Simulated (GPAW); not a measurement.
Crystal: Ta.

```
CELL_PARAMETERS angstrom
2.90037 0.00000 0.00000
-1.45019 2.51180 0.00000
0.00000 0.00000 5.16627
ATOMIC_POSITIONS crystal
Ta 0.33333 0.66667 0.25000
Ta 0.66667 0.33333 0.75000
```

This isn't the form of Ta at room conditions, which is bcc.

```yaml
Program: GPAW 26.7.0
Task: relaxation of cell and atoms
Functional: PBEsol
Dispersion: D3(BJ)+ATM
Potentials_or_basis: PAW data sets generated in the run's folder for this functional
Cutoff: 600 eV
Basis: pw
k_mesh: 9 × 9 × 5
Occupations: fermi-dirac, width 0.05 eV
Spin: no spin polarisation
```

At the start: pressure -11.8 GPa; volume 18.82 Å³/atom.

Problem. Where does the relaxation end?

Solution. Over 6 steps the energy falls by 45.3 meV/atom and the volume is 17.69 Å³/atom (-6.0 %); space group P6_3/mmc (No. 194, to 0.05 Å).

Step by step:
| step | energy change (eV) | largest force (eV/Å) | pressure (GPa) | volume (Å³) |
| --- | --- | --- | --- | --- |
| 1 | 0.0000 | 0.0000 | -11.77 | 37.64 |
| 2 | -0.0645 | 0.0001 | -6.54 | 36.54 |
| 3 | -0.0901 | 0.0001 | 0.45 | 35.29 |
| 4 | -0.0902 | 0.0000 | 0.03 | 35.36 |
| 5 | -0.0903 | 0.0000 | -0.05 | 35.37 |
| 6 | -0.0905 | 0.0000 | -0.07 | 35.38 |

Final structure:
```
CELL_PARAMETERS angstrom
2.83342 0.00000 0.00000
-1.41671 2.45382 0.00000
0.00000 0.00000 5.08859
ATOMIC_POSITIONS crystal
Ta 0.33333 0.66667 0.25000
Ta 0.66667 0.33333 0.75000
```

Caveat: later steps reuse the first step's grids; pairwise dispersion overbinds metals, which lowers pressure and volume.
